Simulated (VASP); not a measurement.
Here is a VASP 6.6.1 calculation.

File INCAR:

```
SYSTEM = GaSb
PREC = Accurate
ENCUT = 520
EDIFF = 1E-7
ISMEAR = 0
SIGMA = 0.15
LREAL = .False.
LASPH = .True.
NELM = 100
ALGO = Normal
ISIF = 2
LWAVE = .False.
LCHARG = .False.
GGA = PE
NBANDS = 16
```

File KPOINTS:

```
regular mesh
0
Gamma
  14 14 14
  0 0 0
```

Contents of POSCAR:

```
GaSb
1.0
    0.0000000000      3.1071576541      3.1071576541
    3.1071576541      0.0000000000      3.1071576541
    3.1071576541      3.1071576541      0.0000000000
Ga Sb
1 1
Direct
    0.0000000000      0.0000000000      0.0000000000
    0.7500000000      0.7500000000      0.7500000000
```

Potentials or basis: VASP PAW PBE potentials, release 64 (Ga_d, Sb).

Run with:

```console
$ cat potpaw_PBE.64/Ga_d/POTCAR potpaw_PBE.64/Sb/POTCAR > POTCAR
$ mpirun -np 1 vasp_std > vasp.out
```

Problem. Predict the band gap on the k mesh.

Solution. Zero (filled and empty bands touch).

Problem. What does it give for the pressure?

Solution. 0.1 GPa.

Caveat: semilocal functionals underestimate gaps, so a narrow gap can read as zero; spin-orbit coupling is left out, which moves the levels of the heavy elements.

**Experimental background.**

From a printed reference work, data compilation, for a bulk crystal of GaSb at 4.2 K: band gap 0.811 eV (direct).

Against the measured gap of GaSb, 0.811 eV (direct; 4.2 K; a printed reference work, data compilation), the calculated 0.00 eV is off by -0.81 eV. Spin-orbit coupling on Ga, Sb is left out. The value is that of PBE on a finite k mesh, which can miss the band edges, without temperature or zero-point motion. Semilocal functionals fall short of measured gaps as a rule.
